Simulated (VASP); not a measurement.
Input of a VASP 6.6.1 run:

Contents of INCAR:

```
SYSTEM = As2Pt
ALGO = Normal ; EDIFF = 1E-7
EDIFFG = -0.01 ; ENCUT = 300
GGA = PE ; IBRION = 2
ISIF = 2 ; ISMEAR = 0
LASPH = .TRUE. ; LCHARG = .FALSE.
LREAL = .FALSE. ; LWAVE = .FALSE.
NELM = 80 ; NSW = 40
PREC = Accurate ; SIGMA = 0.03
```

KPOINTS

```
k-points
0
G
  3 3 3
  0 0 0
```

The input POSCAR:

```
As2Pt                                   
1.0
    5.9743927364      0.0000000000      0.0000000000
    0.0000000000      5.9743927364      0.0000000000
    0.0000000000      0.0000000000      5.9743927364
  As              Pt            
     8     4
Direct
     0.3836833063976570    0.3836833063976570    0.3836833063976570
     0.1163166936023430    0.6163166936023430    0.8836833063976570
     0.8836833063976570    0.1163166936023430    0.6163166936023430
     0.6163166936023430    0.8836833063976570    0.1163166936023430
     0.6163166936023430    0.6163166936023430    0.6163166936023430
     0.8836833063976570    0.3836833063976570    0.1163166936023430
     0.1163166936023430    0.8836833063976570    0.3836833063976570
     0.3836833063976570    0.1163166936023430    0.8836833063976570
     0.0000000000000000    0.0000000000000000    0.0000000000000000
     0.5000000000000000    0.0000000000000000    0.5000000000000000
     0.5000000000000000    0.5000000000000000    0.0000000000000000
     0.0000000000000000    0.5000000000000000    0.5000000000000000
```

Potentials or basis: VASP PAW PBE potentials, release 64 (As, Pt).

Run with:

```bash
$ cat potpaw_PBE.64/As/POTCAR potpaw_PBE.64/Pt/POTCAR > POTCAR
$ mpirun -np 4 vasp_std > vasp.out
```

Question: Estimate the energy gained by relaxing.

Answer: 0.1 meV/atom.

Question: What does it give for the band gap on the k mesh?

Answer: 0.67 eV, indirect (least direct gap 1.16 eV).

Final structure:
```xyz
12
Lattice="5.9744 0.0000 0.0000 0.0000 5.9744 0.0000 0.0000 0.0000 5.9744" Properties=species:S:1:pos:R:3 pbc="T T T"
As    2.2903    2.2903    2.2903
As    0.6969    3.6841    5.2775
As    5.2775    0.6969    3.6841
As    3.6841    5.2775    0.6969
As    3.6841    3.6841    3.6841
As    5.2775    2.2903    0.6969
As    0.6969    5.2775    2.2903
As    2.2903    0.6969    5.2775
Pt    5.9744    5.9744    5.9744
Pt    2.9872    5.9744    2.9872
Pt    2.9872    2.9872    5.9744
Pt    5.9744    2.9872    2.9872
```

Caveat: spin-orbit coupling is left out, which moves the levels of the heavy elements; an odd mesh through Γ misses points on the zone boundary, where band edges often lie.
